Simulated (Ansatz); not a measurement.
# G0W0 run on BaS (Fm-3m)

Computed with Ansatz, G0W0@PBE, plasmon-pole screening, JTH PAW set.

Input files:

```json
{
 "crystal": {"lattice": [[0.0, 3.16, 3.16], [3.16, 0.0, 3.16], [3.16, 3.16, 0.0]], "atoms": [{"symbol": "Ba", "position": [0.0, 0.0, 0.0]}, {"symbol": "S", "position": [0.5, 0.5, 0.5]}]},
 "basis": {"precision": "f64", "xc_grid": 2, "ecutwfc": 700, "ecutrho_ratio": 4},
 "kpoints": {"mp_grid": {"grid": [4, 4, 4], "shift": [0, 0, 0]}},
 "hamiltonian": {"xc": "pbe", "dispersion": "none", "pseudopotentials": {"kind": "paw", "source": "jth"}},
 "magnetization": {"spin_polarized": false},
 "scf": {"lower_state_search": "off", "max_iter": 200, "occupations": {"method": "fixed"}, "convergence": {"dr2_threshold": "1e-10 eV"}},
 "output": {},
 "gw": {"n_empty_bands": 406, "ecut_chi": 200, "ecutfock_ratio": 2, "qp_bands": ["v7", "c2"], "plasmon_pole_fit_frequency": 13.22}
}
```

Linearised quasiparticle energies, zero at the top filled Kohn-Sham level among these points. VB is the top filled band, CB the lowest empty one. Points in brackets are given in fractions of the reciprocal vectors.

```tsv
k	band	ε_KS (eV)	Σx − Vxc (eV)	Σc (eV)	Z	ε_QP (eV)
Γ	VB	0.00	-2.98	1.55	0.77	-1.10
Γ	CB	3.76	4.09	-3.86	0.81	3.94
(0, -0.5, -0.5)	CB	2.06	3.87	-3.45	0.82	2.40
Γ	VB-4	-11.02	-5.00	3.21	0.76	-12.38
Γ	CB+1	3.88	4.54	-3.85	0.81	4.44
```

The gap (from Γ to k = (0, -0.5, -0.5)) opens from 2.06 eV to 3.50 eV.

Electronic (ion-clamped) dielectric constant on this mesh, from the head of the inverse dielectric matrix: 4.9.

The cell is a model at fixed atoms and needn't be the relaxed known crystal. Spin-orbit coupling is left out. The mesh is coarse, so these are values at the stated settings, not converged ones. Band sums or response are cut, so the gap isn't at its basis limit. The gap is read on the mesh, and the crystal's band edges can lie off it. Meshes this coarse can overestimate the dielectric constant by a tenth and more.
